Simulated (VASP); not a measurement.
The system is BeTe.

```
Be Te
1.0
     0.00000    2.77000    2.77000
     2.77000    0.00000    2.77000
     2.77000    2.77000    0.00000
Be Te
1 1
Cartesian
  0.0000 0.0000 0.0000
  1.3850 1.3850 1.3850
```

* Program: VASP 6.6.1
* Task: relaxation of cell and atoms
* Functional: PBEsol
* Potentials or basis: VASP PAW PBE potentials, release 64 (Be, Te)
* Cutoff: 600 eV
* k mesh: 8 × 8 × 8
* Occupations: gaussian, width 0.03 eV
* Spin: no spin polarisation

At the start: pressure 2.5 GPa; volume 21.25 Å³/atom.

**Question.** How do energy, volume and symmetry change on relaxing?

**Answer.** Over 3 steps the energy falls by 6.5 meV/atom and the volume is 22.10 Å³/atom (+4.0 %); space group F-43m (No. 216, to 0.05 Å).

The path:
```csv
step,energy change (eV),largest force (eV/Å),pressure (GPa),volume (Å³)
1,0.0000,0.0000,2.54,42.51
2,-0.0122,0.0000,-0.55,44.61
3,-0.0129,0.0000,0.00,44.19
```

Final structure:
```yaml
crystal:
  lattice:
    - [0.00000, 2.80614, 2.80614]
    - [2.80614, 0.00000, 2.80614]
    - [2.80614, 2.80614, 0.00000]
  atoms:
    - { symbol: Be, position: [0.00000, 0.00000, 0.00000] }
    - { symbol: Te, position: [0.25000, 0.25000, 0.25000] }
```

Caveat: the PAW data sets were made with another functional, which shifts forces and pressure a little.
